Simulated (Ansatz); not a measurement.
The system is SnO.

```
Sn O
1.0
     3.35500    0.00000    0.00000
     0.00000    5.67410    0.00000
     0.00000    0.00000    4.22197
Sn O
2 2
Direct
  0.50000 0.76809 0.01314
  0.00000 0.23191 0.51314
  0.50000 0.10875 0.23686
  0.00000 0.89125 0.73686
```

The cell comes from a database or a generator and needn't be the stable form of this composition.

Base run:

* Program: Ansatz 0.2.0
* Functional: PBEsol
* Potentials or basis: Ansatz PAW
* Cutoff: 420 eV (not typed: the program's choice for these potentials)
* k mesh: 8 × 5 × 6
* Occupations: fermi-dirac, width 0.05 eV
* Spin: no spin polarisation

Its results: band gap on the k mesh 1.43 eV, indirect (least direct gap 2.02 eV); pressure -3.1 GPa; largest force 0.427 eV/Å.

**Question.** The run is repeated on the same cell with these changes: spin from no spin polarisation to spin-orbit coupling, no magnetisation; potential files from those of the base run to others of the same set. What comes out?

**Answer.** Band gap on the k mesh 1.37 eV, indirect (least direct gap 1.94 eV); pressure -3.1 GPa; largest force 0.431 eV/Å.

Spin-orbit coupling splits the band edges, which narrows the gap.

Caveats: the k mesh misses the band edges, so the gap on the mesh is wider than the one along the path; the PAW data sets come from PBE, with cores solved anew for the run's functional, which leaves a small shift of forces and pressure; spin-orbit coupling is left out, which moves the levels of the heavy elements (some runs).
